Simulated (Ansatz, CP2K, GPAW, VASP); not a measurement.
PbO2: 4 runs at one level of theory

```xyz
6
Lattice="4.9950 0.0000 0.0000 0.0000 4.9950 0.0000 0.0000 0.0000 3.4090" Properties=species:S:1:pos:R:3 pbc="T T T"
Pb    2.4975    2.4975    1.7045
Pb    0.0000    0.0000    0.0000
O     3.4594    3.4594    0.0000
O     4.0331    0.9619    1.7045
O     0.9619    4.0331    1.7045
O     1.5356    1.5356    0.0000
```

The cell is a database's computed one, not the measured one.

Alike in all runs: task single point; functional PBE; k mesh 6 × 6 × 8; occupations gaussian, width 0.02 eV; no spin polarisation; no spin-orbit coupling. Pressure is positive in compression and, in plane waves, holds the error of the finite cutoff, which Ansatz's Pulay term estimates and takes out.

| program and potentials | plane-wave cutoff (eV) | notes | band gap (eV) | pressure (GPa) |
| --- | --- | --- | --- | --- |
| Ansatz, Ansatz PAW | 420 | 8.67 valence electrons an atom on average; Pulay term of +0.58 GPa included | 0.10 | 5.64 |
| VASP, PBE PAW files O, Pb_d, 520 eV | 520 | 8.67 valence electrons an atom on average | 0.09 | 5.90 |
| GPAW, GPAW PAW data sets (gpaw-data 1.2.1) | 800 | 8.67 valence electrons an atom on average | 0.10 | 4.12 |
| CP2K, POTENTIAL_UZH Pb GTH-PBE-q4, O GTH-PBE-q6; TZVP-MOLOPT-PBE-GTH basis | - | atomic basis; 5.33 valence electrons an atom on average | 0.09 | 8.69 |

Force on atom 3 (O), eV/Å:

```
                                                    program and potentials      x      y      z
                                                        Ansatz, Ansatz PAW  0.026  0.026  0.000
                                       VASP, PBE PAW files O, Pb_d, 520 eV  0.033  0.033  0.000
CP2K, POTENTIAL_UZH Pb GTH-PBE-q4, O GTH-PBE-q6; TZVP-MOLOPT-PBE-GTH basis  0.036  0.036  0.000
```

The band gap spans 0.09 (VASP, PBE PAW files O, Pb_d, 520 eV) to 0.10 eV (GPAW, GPAW PAW data sets (gpaw-data 1.2.1)). The pressure spans 4.12 (GPAW, GPAW PAW data sets (gpaw-data 1.2.1)) to 8.69 GPa (CP2K, POTENTIAL_UZH Pb GTH-PBE-q4, O GTH-PBE-q6; TZVP-MOLOPT-PBE-GTH basis). Spin-orbit coupling, left out here, moves the band edges of heavy atoms. The gap is indirect and read on the mesh alone, so bands may meet between its points. Rows in atomic bases carry the error of their basis and grid, which can be large.

Differences between rows come from potentials, basis sets and numerical settings, since the functional is the same but for its coding. Runs on potential files found faulty are left out.
